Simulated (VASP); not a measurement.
**KF in VASP: one cell, several levels of theory**

KF in the CsCl structure, under -2.3 % biaxial strain in x and y, z held is computed at one geometry. Runs: PBE, r2SCAN. This is a trial cell built on a prototype, not taken from a measured structure, and it needn't be the compound's ground state.

The runs shown are made with VASP 6.6.1. PAW datasets, plane waves. (Calculated; spin-unpolarised; the phase may be known or hypothetical.)

## Step 1: The structure to begin with

The cell comes from an earlier relaxation with r2SCAN in another program, then strained, with the atoms relaxed again.

It is tetragonal, P4/mmm (No. 123); conventional cell a = 3.105 Å, c = 3.179 Å, 15.32 Å³ an atom. Around K lie 8 F at 2.71 Å and 4 K at 3.11 Å; around F lie 8 K at 2.71 Å and 4 F at 3.11 Å.

Structure file:

Space group P4/mmm (No. 123). a = 3.105 Å, b = 3.105 Å, c = 3.179 Å, α = 90.00°, β = 90.00°, γ = 90.00°
```tsv
atom	site	symmetry	x	y	z
K	1a	4/mmm	0.0000	0.0000	0.0000
F	1d	4/mmm	0.5000	0.5000	0.5000
```

## Step 2: PBE

Input file INCAR:

```
ENCUT = 520.000000
SIGMA = 0.020000
EDIFF = 1.00e-07
GGA = PE
PREC = Accurate
IBRION = -1
ISIF = 2
ISMEAR = -1
NBANDS = 15
NELM = 120
NSW = 0
LASPH = .TRUE.
LCHARG = .FALSE.
LWAVE = .FALSE.
LREAL = .FALSE.
```

Input file KPOINTS:

```
KPOINTS created by Atomic Simulation Environment
0
Gamma
8 8 8
0 0 0
```

Input file KPOINTS_OPT:

```
special points
5
Reciprocal
0.0000000000 0.0000000000 0.0000000000 1
0.0000000000 0.5000000000 0.0000000000 1
0.5000000000 0.5000000000 0.0000000000 1
0.5000000000 0.5000000000 0.5000000000 1
0.0000000000 0.5000000000 0.5000000000 1
```

Input file POSCAR:

```
K  F
 1.0000000000000000
     3.1051209410000000    0.0000000000000000    0.0000000000000000
     0.0000000000000000    3.1051209410000000    0.0000000000000000
     0.0000000000000000    0.0000000000000000    3.1788707423000000
 K   F
   1   1
Cartesian
  0.0000000000000000  0.0000000000000000  0.0000000000000000
  1.5525604705000000  1.5525604705000000  1.5894353711500004
```

Potentials: the recommended PBE PAW datasets, 16 valence electrons in the neutral cell.

On the command line:

```
$ mpirun -np 1 vasp_std
```

## Step 3: r2SCAN

Input file INCAR:

```
ENCUT = 520.000000
SIGMA = 0.010000
EDIFF = 1.00e-07
ALGO = Normal
METAGGA = R2SCAN
PREC = Accurate
IBRION = -1
ISIF = 2
ISMEAR = 0
NBANDS = 15
NELM = 120
NSW = 0
LASPH = .TRUE.
LCHARG = .FALSE.
LWAVE = .FALSE.
LREAL = .FALSE.
```

KPOINTS is that of step 2.

KPOINTS_OPT is that of step 2.

POSCAR is that of step 2.

Q: Predict the outcome of this session. Wanted: for each run, gap; pressure.

As calculated:

```
 level  gap (eV)  pressure (GPa)
   PBE      7.14            5.48
r2SCAN      8.09            2.29
```

**Reading.** The gap spans 7.14 eV (PBE) to 8.09 eV (r2SCAN). At this one volume the pressure spans 2.3 GPa (r2SCAN) to 5.5 GPa (PBE): PBE wants the largest cell and r2SCAN the smallest.
